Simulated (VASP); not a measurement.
SiNi, 8 atoms in the cell. It takes space group P2_13 (No. 198, cubic). The conventional cell has a = 4.504 Å, b = 4.504 Å, c = 4.504 Å, α = 90.00°, β = 90.00°, γ = 90.00°. Ni (site symmetry 3) has 7 Si at 2.36 to 2.44 Å as nearest neighbours. Around Si (site symmetry 3) lie 7 Ni at 2.36 to 2.44 Å. The cell is a database's computed one.

- Program: VASP 6.6.1
- Task: core levels
- Functional: PBE
- Potentials or basis: VASP PAW PBE potentials, release 64 (Ni, Si)
- Cutoff: 520 eV
- k mesh: 5 × 5 × 5
- Occupations: gaussian, width 0.02 eV
- Spin: collinear spin, ferromagnetic start
- Starting moments: [1.0, 1.0, 1.0, 1.0, 0.0, 0.0, 0.0, 0.0] μB
- Further INCAR settings: ALGO = Normal; EDIFF = 1e-07

Potentials or basis: VASP PAW PBE potentials, release 64 (Ni, Si).

Launch:

```console
$ cat potpaw_PBE.64/Ni/POTCAR potpaw_PBE.64/Si/POTCAR > POTCAR
$ mpirun -np 1 vasp_std > vasp.out
```

Hardware: 1 thread of Intel(R) Xeon(R) Platinum 8375C CPU @ 2.90GHz (Ice Lake), with other jobs on the host.

**Question.** How long does it take, and how much memory?

**Answer.** Run time: 110 s on 1 thread of Intel(R) Xeon(R) Platinum 8375C CPU @ 2.90GHz (Ice Lake), on a shared host, peak memory 0.25 GiB. Counts: scf iterations 19, k points 11.
